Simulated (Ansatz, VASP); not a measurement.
# Cross-check of WS2 (Tungstenite) between VASP and Ansatz

Aim: how closely do two programs agree when they are given the same cell, functional and k mesh? Of the first pair: The cell is taken from a series of runs on this material, whose earlier steps may have relaxed, scaled, displaced or heated it; both programs get it as it stands.

Program: Ansatz 0.2.0. Level of theory: plane waves, with VASP 6.6.1 beside it; single point at LDA, single point at PBEsol and single point at PBE with D3(BJ). Results are calculated unless marked as measured.

## (1) Set-up

It takes space group P6_3/mmc (No. 194, hexagonal). The conventional cell has a = 3.153 Å, b = 3.153 Å, c = 12.323 Å, α = 90.00°, β = 90.00°, γ = 120.00°. Nearest to S lie 3 W at 2.40 Å. W has 6 S at 2.40 Å nearest. Farther neighbours and most contacts between anions are not listed.

## (2) Ansatz: single point, LDA

Ansatz runs on its default PAW (the set named soft_2) files.

With cell and atoms fixed, the geometry can't cause a difference; cores, projectors, grids and the points listed under the comparison can.

input.yaml

```yaml
crystal:
  lattice:
    - [3.1532, 0.0, 0.0]
    - [-1.5766, 2.7307513032, 0.0]
    - [0.0, 0.0, 12.323]
  atoms:
    - { symbol: S, position: [0.0, 0.0, 0.0] }
    - { symbol: W, position: [0.3333333334, 0.6666666668, 0.1275] }
    - { symbol: S, position: [0.0, 0.0, 0.255] }
    - { symbol: S, position: [0.3333333334, 0.6666666668, 0.5000000003] }
    - { symbol: W, position: [0.0, 0.0, 0.6275000003] }
    - { symbol: S, position: [0.3333333334, 0.6666666668, 0.7550000003] }
hamiltonian:
  xc: lda
kpoints:
  mp_grid: { grid: [10, 10, 4] }
scf:
  occupations: { method: fixed }
  convergence: { dr2_threshold: 1.0e-09 }
output:
  eigenvalues: true
checkpoint:
  write: lda.b.run
  compress: false
  write_wavefunctions: false
```

Command:

```console
> ansatz run input.yaml --threads 2 --pin off --max-ram 4096MiB --backend cpu --events-out ev --progress --plain --runs-dir out
```

Numbers of over 12 decimals in the logs are rounded to 6 here.

The program printed:

```text
Engine: ansatz 0.2.0, x86_64-unknown-linux-gnu
Pseudopotentials: kind: paw
Pseudopotential: S, paw, valence charge 6, recommended cutoff 420 eV (normal), S.paw.azcp
Pseudopotential: W, paw, valence charge 14, recommended cutoff 420 eV (normal), W.paw.azcp
Functional definition: SPW92
  exchange = slater_x
  correlation = pw_c
Crystal: 6 atoms, lattice volume = 106.108 Å³
Basis set: ecut = 420 eV, 2057 PW (Γ)
Bands: 32, of which v1, the nominal top of the filled ones, is band 26 counted from 1 (25 counted from 0)
Symmetry: 24 space group operations
Space group: P63/mmc (ITA 194), of the structure as read, at distance tolerance 4.7e-5 Å
k-points: 42 of 400
Non-local potential: S, projectors of the file, l = 0: 2, l = 1: 2, l = 2: 2
Non-local potential: W, projectors of the file, l = 0: 3, l = 1: 2, l = 2: 2, l = 3: 1
PAW form: soft (Blöchl's): semilocal exchange-correlation on the pseudo side does not see the compensation charge
PAW frozen core: S, regenerated for the run's functional, and the local potential with it (the file was generated under x = pbe(κ = 0.804, μ = 0.219515), c = pbe(β = 0.066725))
PAW frozen core: W, regenerated for the run's functional, and the local potential with it (the file was generated under x = pbe(κ = 0.804, μ = 0.219515), c = pbe(β = 0.066725))
PAW one-centre angular grid: S, 110 points (default); XC on 64 Gauss nodes
PAW one-centre angular grid: W, 590 points (default); XC on 64 Gauss nodes
Initial density: superposition of atomic densities (neutral atoms: chi_scale 0, normalization atom), corrected by the library's trained network
Initial wavefunctions: pseudopotential atomic-orbital guess
Functional: x = slater, c = lda
SCF iter   1: F=—  HF=-23743.375930 eV  |F-HF|=—  |Δ(HF+E_count)|=         —  Δρ=9.98e-3  dr2=1.69e-1  ethr=1.77e-3  ⟨swp⟩=5.0  Hψ=5376  notcnv=0  defer=133
preconditioner: auto → Resta (q_TF=auto, 2.423 Å⁻¹)  ε∞=7.8  [insulator: Δε(μ)=0.957 eV  Ē_g=8.323 eV  n_scr=26 (ndim 8)  ℏωp=21.6 eV  f_vac=0.016  ε∞_Penn≈7.8]
SCF iter   2: F=—  HF=-23743.350808 eV  |F-HF|=—  |Δ(HF+E_count)|=   2.51e-2  Δρ=3.99e-3  dr2=7.99e-3  ethr=3.24e-4  ⟨swp⟩=2.1  Hψ=1900  notcnv=0  defer=161
SCF iter   3: F=—  HF=-23743.350304 eV  |F-HF|=—  |Δ(HF+E_count)|=   5.03e-4  Δρ=2.23e-3  dr2=2.52e-3  ethr=1.54e-5  ⟨swp⟩=2.0  Hψ=1756  notcnv=0  defer=166
SCF iter   4: F=—  HF=-23743.350264 eV  |F-HF|=—  |Δ(HF+E_count)|=   4.00e-5  Δρ=9.86e-4  dr2=4.96e-4  ethr=4.85e-6  ⟨swp⟩=1.0  Hψ=1285  notcnv=0  defer=155
SCF iter   5: F=—  HF=-23743.350221 eV  |F-HF|=—  |Δ(HF+E_count)|=   4.33e-5  Δρ=2.08e-4  dr2=3.31e-5  ethr=9.54e-7  ⟨swp⟩=1.3  Hψ=1502  notcnv=0  defer=85
SCF iter   6: F=—  HF=-23743.350220 eV  |F-HF|=—  |Δ(HF+E_count)|=   1.30e-6  Δρ=2.25e-5  dr2=4.49e-7  ethr=6.36e-8  ⟨swp⟩=2.2  Hψ=1844  notcnv=0  defer=60
SCF iter   7: F=—  HF=-23743.350217 eV  |F-HF|=—  |Δ(HF+E_count)|=   2.88e-6  Δρ=3.19e-6  dr2=1.26e-8  ethr=8.63e-10  ⟨swp⟩=2.5  Hψ=2190  notcnv=0  defer=60
SCF iter   8: F=-23743.350217 eV  HF=-23743.350217 eV  |F-HF|=1.42e-10  |Δ(HF+E_count)|=   4.02e-9  Δρ=5.59e-7  dr2=3.64e-10  ethr=1.92e-12  ⟨swp⟩=9.0  Hψ=5083  notcnv=0
SCF 1 converged in 8 iterations: F = -23743.350217 eV  dr2 = 3.64e-10
  greatest PAW one-centre occupation: 1.000 electrons in one spin orbital (limit 2), on the W atom at site 4 (counted from 0), in its partial waves of l = 0
SCF converged after 8 iterations
Free energy (F): -23743.350217 eV
Harris-Foulkes:  -23743.350217 eV  (|F-HF|=1.42e-10)
Internal energy: -23743.350217 eV  (E = F + TS)
E sigma→0 (E₀):  -23743.350217 eV
Fermi energy:    11.502350 eV
--- Per-component energies (eV) ---
  E_band       = -382.818873
  E_kinetic    = 1335.774365
  E_local      = -3513.092102  (includes V_loc(G=0)·N_el)
  E_nonlocal   = 130.358192
  E_hartree    = 1389.714598
  E_xc         = -917.877831
  E_vxc        = -832.384064  (∫ρ·V_xc dr)
  E_paw        = -18894.641457  (= ΣΔE_a)
  E_vpaw       = -282.903997  (= ΣTr[D̂ρ^β])
  E_aug_tail   = -0.000135  (compensation charges beyond the density's cutoff)
  E_ewald      = -3274.764942
  E_core_change = 1.179096  (= ΣΔE_core)
  E_smearing   = -0.000000  (= −TS)
  E_closure    = -0.000000  (closes the sum)
  Σ components = -23743.350217   (vs F -23743.350217, Δ=0.00e0)
--- Band table (eV; the first three rows and the last of 42) ---
  k-point 0: bands = [... 22 lower, 9.3174, 10.0437, 10.2215, 11.5024, 13.7935, 13.7935, 13.8041, 13.8041, ... 2 higher]
  k-point 1: bands = [... 22 lower, 9.3096, 9.3755, 10.7558, 11.4261, 13.7908, 13.7908, 13.7925, 13.7925, ... 2 higher]
  k-point 2: bands = [... 22 lower, 9.2907, 9.2907, 11.1845, 11.1845, 13.7871, 13.7871, 13.7871, 13.7871, ... 2 higher]
  k-point 41: bands = [... 22 lower, 8.5297, 8.5297, 10.6742, 10.6742, 12.9474, 12.9474, 14.0205, 14.0205, ... 2 higher]
```

The column dr2 measures how far the density is from self-consistency, as an energy; F and HF (Harris–Foulkes) agree once it is small.

## (3) VASP: single point, LDA

The same cell, functional (in two slightly different forms) and mesh now go to VASP, with its own data sets.

Lines of VASP's logs that name or quote its potential files are left out, and so is its time.

INCAR

```
SYSTEM = WS2
PREC = Accurate
ENCUT = 520
EDIFF = 1E-06
NELM = 120
ISMEAR = 0
SIGMA = 0.01
LREAL = .FALSE.
ALGO = Normal
GGA = PW92
NBANDS = 24
LASPH = .TRUE.
LORBIT = 11
LWAVE = .FALSE.
LCHARG = .FALSE.
ISIF = 2
GGA_COMPAT = .FALSE.
EFERMI = MIDGAP
KPAR = 2
```

POSCAR

```
WS2
1.0
    3.1532000000      0.0000000000      0.0000000000
   -1.5766000000      2.7307513032      0.0000000000
    0.0000000000      0.0000000000     12.3230000000
S W
4 2
Direct
    0.0000000001      0.0000000001      1.0000000000
    0.0000000001      0.0000000001      0.2550000000
    0.3333333335      0.6666666667      0.5000000000
    0.3333333335      0.6666666667      0.7550000000
    0.3333333335      0.6666666667      0.1275000000
    0.0000000001      0.0000000001      0.6275000000
```

KPOINTS

```
Automatic mesh
0
Gamma
10 10 4
0 0 0
```

Potentials, in the order of the species: S and W (LDA family, release 64).

Command:

```console
> mpirun -np 2 vasp_std
```

The program printed:

```text
[banner, memory and clock lines left out]
running    2 mpi-ranks, on    1 nodes
 distrk:  each k-point on    1 cores,    2 groups
 distr:  one band on    1 cores,    1 groups

 POSCAR found type information on POSCAR S W
 POSCAR found :  2 types and       6 ions
|                                                                             |
|               ----> ADVICE to this user running VASP <----                  |
|                                                                             |
|     You enforced a specific xc type in the INCAR file but a different       |
|     [... a line on the potential file left out ...]
|     I HOPE YOU KNOW WHAT YOU ARE DOING!                                     |
|                                                                             |

 LDA part: xc-table for (Slater(with rela. corr.)+PW92), standard interpolation
 POSCAR, INCAR and KPOINTS ok, starting setup
 FFT: planning ... GRIDC
 FFT: planning ... GRID_SOFT
 FFT: planning ... GRID
 WAVECAR not read
 entering main loop
       N       E                     dE             d eps       ncg     rms          rms(c)
DAV:   1     0.166241042350E+03    0.16624E+03   -0.16127E+04  2016   0.131E+03
DAV:   2    -0.425308612658E+02   -0.20877E+03   -0.20102E+03  2728   0.262E+02
DAV:   3    -0.551866113611E+02   -0.12656E+02   -0.12569E+02  2688   0.626E+01
DAV:   4    -0.554360289947E+02   -0.24942E+00   -0.24889E+00  2720   0.968E+00
DAV:   5    -0.554425419578E+02   -0.65130E-02   -0.65096E-02  2736   0.140E+00    0.397E+01
DAV:   6    -0.531131763381E+02    0.23294E+01   -0.10490E+01  2792   0.156E+01    0.177E+01
DAV:   7    -0.528160287766E+02    0.29715E+00   -0.36986E+00  2624   0.106E+01    0.859E+00
DAV:   8    -0.526535106878E+02    0.16252E+00   -0.52565E-01  2776   0.448E+00    0.132E+00
DAV:   9    -0.526498704936E+02    0.36402E-02   -0.70564E-02  2792   0.144E+00    0.462E-01
DAV:  10    -0.526480013685E+02    0.18691E-02   -0.13388E-02  2856   0.631E-01    0.308E-01
DAV:  11    -0.526478995676E+02    0.10180E-03   -0.19669E-03  2824   0.256E-01    0.782E-02
DAV:  12    -0.526478257095E+02    0.73858E-04   -0.35801E-04  2872   0.116E-01    0.415E-02
DAV:  13    -0.526478262708E+02   -0.56132E-06   -0.28081E-05  2672   0.296E-02    0.671E-03
DAV:  14    -0.526478258415E+02    0.42935E-06   -0.31665E-06  2280   0.915E-03
   1 F= -.52647826E+02 E0= -.52647826E+02  d E =0.000000E+00
```

Parts of OUTCAR (step 3):

```text
ion  position               nearest neighbor table
   1  0.000  0.000  0.000-   5 2.40   5 2.40   5 2.40
   2  0.000  0.000  0.255-   5 2.40   5 2.40   5 2.40
   3  0.333  0.667  0.500-   6 2.40   6 2.40   6 2.40
   4  0.333  0.667  0.755-   6 2.40   6 2.40   6 2.40
   5  0.333  0.667  0.127-   1 2.40   2 2.40   1 2.40   2 2.40   1 2.40   2 2.40
   6  0.000  0.000  0.627-   3 2.40   4 2.40   3 2.40   4 2.40   3 2.40   4 2.40

  LATTYP: Found a hexagonal cell.
 ALAT       =     3.1532000000
 C/A-ratio  =     3.9080933655

 Subroutine GETGRP returns: Found 24 space group operations
 (whereof  6 operations were pure point group operations)

The static configuration has the point symmetry C_3v.
 The point group associated with its full space group is D_6h.

 Found     42 irreducible k-points:

   k-points           NKPTS =     42   k-points in BZ     NKDIM =     42   number of bands    NBANDS=     24

   dimension x,y,z NGX =    24 NGY =   24 NGZ =   96
   dimension x,y,z NGXF=    48 NGYF=   48 NGZF=  192

   ENCUT  =  520.0 eV  38.22 Ry    6.18 a.u.   5.86  5.86 22.91*2*pi/ulx,y,z

   NELECT =      36.0000    total number of electrons

 k-points in reciprocal lattice and weights: Automatic mesh
   0.00000000  0.00000000  0.00000000       0.003
   0.10000000 -0.00000000  0.00000000       0.015
   0.20000000 -0.00000000  0.00000000       0.015
   0.30000000 -0.00000000  0.00000000       0.015
   0.40000000 -0.00000000  0.00000000       0.015
   0.50000000  0.00000000  0.00000000       0.007
   0.10000000  0.10000000  0.00000000       0.015
   0.20000000  0.10000000  0.00000000       0.030
   0.30000000  0.10000000  0.00000000       0.030
[...]
0.40000000  0.20000000  0.50000000       0.015
   0.30000000  0.30000000  0.50000000       0.015

 average (electrostatic) potential at core
       1 -86.1872       2 -86.1872       3 -86.1872       4 -86.1872       5 -40.2923
       6 -40.2923

 E-fermi :   6.7718

 k-point     1 :       0.0000    0.0000    0.0000
  band No.  band energies     occupation
    ...
     14       4.1131      2.00000
     15       4.1131      2.00000
     16       4.8474      2.00000
     17       5.0061      2.00000
     18       6.2790      2.00000
     19       8.5947      0.00000
     20       8.5960      0.00000
     21       8.6079      0.00000
     22       8.6087      0.00000
     23       8.6611      0.00000
    ...

 k-point     2 :       0.1000   -0.0000    0.0000
  band No.  band energies     occupation
    ...
     14       3.8561      2.00000
     15       4.1154      2.00000
     16       5.0288      2.00000
     17       5.0307      2.00000
     18       5.9576      2.00000
     19       8.3351      0.00000
     20       8.4471      0.00000
     21       8.4940      0.00000
     22       8.5439      0.00000
     23       8.5742      0.00000
    ...

 k-point     3 :       0.2000   -0.0000    0.0000
  band No.  band energies     occupation
    ...
     14       3.4639      2.00000
     15       3.8904      2.00000
     16       4.7419      2.00000
     17       4.9059      2.00000
     18       5.1415      2.00000
     19       7.6525      0.00000
     20       8.2009      0.00000
     21       8.4458      0.00000
     22       8.4677      0.00000
     23       8.5242      0.00000
    ...

  Total       -2.8559729     -2.8559729     -2.8606789      0.0000000      0.0000000     -0.0000000
  in kB      -43.1235545    -43.1235545    -43.1946124      0.0000000      0.0000000     -0.0000000
  external PRESSURE =     -43.1472405 kB  Pullay stress =       0.0000000 kB

  energy-cutoff  :      520.00
  volume of cell :      106.11
      direct lattice vectors                 reciprocal lattice vectors
     3.153200000  0.000000000  0.000000000     0.317138145  0.183099794  0.000000000
    -1.576600000  2.730751303  0.000000000     0.000000000  0.366199587  0.000000000
     0.000000000  0.000000000 12.323000000     0.000000000  0.000000000  0.081149071

 POSITION                                       TOTAL-FORCE (eV/Angst)
 -----------------------------------------------------------------------------------
      0.00000      0.00000      0.00000         0.000000     -0.000000      0.388536
      0.00000      0.00000      3.14237         0.000000     -0.000000     -0.388536
      0.00000      1.82050      6.16150        -0.000000      0.000000      0.388536
      0.00000      1.82050      9.30387        -0.000000      0.000000     -0.388536
      0.00000      1.82050      1.57118        -0.000000     -0.000000      0.000000
      0.00000      0.00000      7.73268        -0.000000     -0.000000      0.000000
 -----------------------------------------------------------------------------------
    total drift:                               -0.000000     -0.000000     -0.000001

  FREE ENERGIE OF THE ION-ELECTRON SYSTEM (eV)
  ---------------------------------------------------
  free  energy   TOTEN  =       -52.6478258415 eV

  energy  without entropy=      -52.6478258415  energy(sigma->0) =      -52.64782584

 total charge
# of ion       s       p       d       tot
------------------------------------------
    1        1.359   2.349   0.000   3.708
    2        1.359   2.349   0.000   3.708
    3        1.359   2.349   0.000   3.708
    4        1.359   2.349   0.000   3.708
    5        0.566   0.712   4.294   5.572
    6        0.566   0.712   4.294   5.572
--------------------------------------------------
tot          6.567  10.821   8.587  25.976

[... 3 further parts left out ...]
```

This run has no spin polarisation, so a moment on W, if there is one, isn't seen. The data set W keeps the semicore shell frozen, which is cheaper and a little less accurate.

## (4) Comparison

Known differences besides the potentials themselves: fixed occupations in Ansatz, narrow Gaussian smearing in VASP; the data sets hold 52 valence electrons in Ansatz (on its default PAW (the set named soft_2) files) and 36 in VASP; the cutoff is 420 eV in Ansatz and 520 eV in VASP; VASP's log shows a relativistic correction to its local exchange, Ansatz's none. Total energies have different zeros and are not compared.

The two programs side by side:

| quantity | Ansatz | VASP | difference |
| --- | --- | --- | --- |
| gap on the k mesh (eV) | 0.968 | 0.986 | -0.018 |

A gap on the mesh is an upper bound, since the band edges may lie between its points; neither run holds spin-orbit coupling, which can move the band edges of a compound of W.

## (5) VASP: single point, PBEsol

A single point gives forces, pressure and levels at one fixed geometry, so differences don't come from the geometry; what else differs is listed under the comparison.

INCAR: that of step 3 with these lines changed.

```diff
@@ -9,3 +9,3 @@
 ALGO = Normal
-GGA = PW92
+GGA = PS
 NBANDS = 24
```

POSCAR is that of step 3.

KPOINTS is that of step 3.

PAW data sets: S and W (PBE family, release 64).

Command:

```console
> mpirun -np 2 vasp_std
```

The program printed:

```text
[banner, memory and clock lines left out]
running    2 mpi-ranks, on    1 nodes
[...]
[... a notice as in an earlier step ...]

 LDA part: xc-table for (Slater+PW92), standard interpolation
 POSCAR, INCAR and KPOINTS ok, starting setup
[...]
entering main loop
       N       E                     dE             d eps       ncg     rms          rms(c)
DAV:   1     0.174707525983E+03    0.17471E+03   -0.16080E+04  2016   0.131E+03
DAV:   2    -0.391028043757E+02   -0.21381E+03   -0.20570E+03  2736   0.281E+02
DAV:   3    -0.530456207860E+02   -0.13943E+02   -0.13842E+02  2720   0.677E+01
DAV:   4    -0.533332508976E+02   -0.28763E+00   -0.28699E+00  2752   0.109E+01
[...]
DAV:  12    -0.506580034108E+02    0.30256E-04   -0.38756E-04  2840   0.127E-01    0.588E-02
DAV:  13    -0.506580058506E+02   -0.24398E-05   -0.30357E-05  2760   0.304E-02    0.117E-02
DAV:  14    -0.506580053077E+02    0.54291E-06   -0.28483E-06  2296   0.933E-03
   1 F= -.50658005E+02 E0= -.50658005E+02  d E =0.000000E+00
```

From OUTCAR (step 5):

```text
  Total       -1.0016832     -1.0016832     -0.5685944     -0.0000000      0.0000000     -0.0000000
  in kB      -15.1248419    -15.1248419     -8.5854493     -0.0000000      0.0000000     -0.0000000
  external PRESSURE =     -12.9450444 kB  Pullay stress =       0.0000000 kB

 POSITION                                       TOTAL-FORCE (eV/Angst)
 -----------------------------------------------------------------------------------
      0.00000      0.00000      0.00000        -0.000000     -0.000000      0.179524
      0.00000      0.00000      3.14237        -0.000000     -0.000000     -0.179524
      0.00000      1.82050      6.16150         0.000000      0.000000      0.179524
      0.00000      1.82050      9.30387         0.000000      0.000000     -0.179524
      0.00000      1.82050      1.57118        -0.000000     -0.000000      0.000000
      0.00000      0.00000      7.73268         0.000000     -0.000000      0.000000
 -----------------------------------------------------------------------------------
    total drift:                               -0.000000     -0.000000     -0.000001

  FREE ENERGIE OF THE ION-ELECTRON SYSTEM (eV)
  ---------------------------------------------------
  free  energy   TOTEN  =       -50.6580053077 eV

  energy  without entropy=      -50.6580053077  energy(sigma->0) =      -50.65800531

[... 2 parts as in an earlier step ...]

[... 1 further part left out ...]
[key lines of the parts left out:]
E-fermi :   6.8071
```

The run ends at a pressure of -1.29 GPa, with forces up to 0.18 eV/Å.

## (6) Ansatz: single point, PBEsol

The same cell, functional and mesh now go to Ansatz, which takes its cutoff from its data sets.

The cell is taken from a series of runs on this material, whose earlier steps may have relaxed, scaled, displaced or heated it; both programs get it as it stands.

input.yaml: that of step 2 with these lines changed.

```diff
@@ -13,3 +13,3 @@
 hamiltonian:
-  xc: lda
+  xc: pbesol
 kpoints:
@@ -22,3 +22,3 @@
 checkpoint:
-  write: lda.b.run
+  write: pbesol.b.run
   compress: false
```

Command:

```console
> ansatz run input.yaml --threads 2 --pin off --max-ram 4096MiB --backend cpu --events-out ev --progress --plain --runs-dir out
```

The program printed:

```text
[...]
Crystal: 6 atoms, lattice volume = 106.108 Å³
Basis set: ecut = 420 eV, 2057 PW (Γ)
Bands: 32, of which v1, the nominal top of the filled ones, is band 26 counted from 1 (25 counted from 0)
Symmetry: 24 space group operations
[...]
k-points: 42 of 400
[...]
--- Band table (eV; the first three rows and the last of 42) ---
  k-point 0: bands = [... 22 lower, 9.4835, 10.1823, 10.4043, 11.6687, 13.9723, 13.9723, 13.9824, 13.9824, ... 2 higher]
  k-point 1: bands = [... 22 lower, 9.4756, 9.5336, 10.9204, 11.5919, 13.9696, 13.9696, 13.9710, 13.9710, ... 2 higher]
  k-point 2: bands = [... 22 lower, 9.4567, 9.4567, 11.3492, 11.3492, 13.9658, 13.9658, 13.9658, 13.9658, ... 2 higher]
  k-point 41: bands = [... 22 lower, 8.6755, 8.6755, 10.8505, 10.8505, 13.1351, 13.1351, 14.2235, 14.2235, ... 2 higher]
[key lines of the parts left out:]
SCF converged after 8 iterations
Free energy (F): -24058.149694 eV
Fermi energy:    11.668711 eV
```

(Part 1 of 2 ends here.)

[Lines on the potential files, build, host, timing and source positions are cut from VASP's logs without a mark.]

[Logs are printed without paths, hosts, clocks, repeated set-up lines and the standing remarks that a program may print on its own settings, such as how far it seeks lower states.]

[Hosts, paths, dates, database ids (printed as entryN), source tags and the programs' standing remarks are cut or masked in the printed files.]
